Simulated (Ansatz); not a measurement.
Below is a relaxed structure of InGa2P3. The cell was found from a structure generator's guess, not taken from experiment.

Computed with Ansatz 0.2.0, DFT PBE, scalar-relativistic, plane waves, PAW. Cutoff 420 eV, Γ-centred mesh, Gaussian smearing, no spin polarisation.

```
In Ga P
1.0
     3.75414    0.00000    0.00000
    -1.87707    3.25118    0.00000
     0.00000    0.00000    9.09490
In Ga P
1 2 3
Direct
  0.00000 0.00000 0.50000
  0.66667 0.33333 0.83959
  0.33333 0.66667 0.16041
  0.33333 0.66667 0.68700
  0.66667 0.33333 0.31300
  0.00000 0.00000 0.00000
```

The zero of energy is the elements' standard structures at the same level; no fitted shifts are applied. The references include black phosphorus.

**Question.** Find its symmetry and describe it.

**Answer.** P-3m1 (No. 164), with In and Ga ordered on rock salt sites. Conventional cell: a = 3.754 Å, c = 9.095 Å. In is surrounded by 6 P at 2.76 Å; around Ga lie 6 P at 2.57–2.61 Å; around P on a site of symmetry 3m lie 3 Ga at 2.57 Å and 3 In at 2.76 Å; P on a site of symmetry -3m is surrounded by 6 Ga at 2.61 Å.

**Question.** What is its formation energy per atom?

**Answer.** 0.00 eV/atom. The formation energy is too near zero to say whether this cell lies below the elements.

**Question.** Is it a metal?

**Answer.** Yes, bands cross the Fermi level on the 12×12×4 mesh.

The last run used a 12×12×4 mesh (in the run's order of axes) for its 6-atom cell and Gaussian smearing of 0.10 eV. For metals, differences of a few meV/atom aren't resolved. The reference form of P is held partly by dispersion forces, which this level lacks. Symmetry constrained the relaxation, so the result can be a saddle point. Another cell of InGa2P3 relaxed alike, in I-4m2, lies 0.35 eV/atom lower, so this cell isn't the stable form at this level.
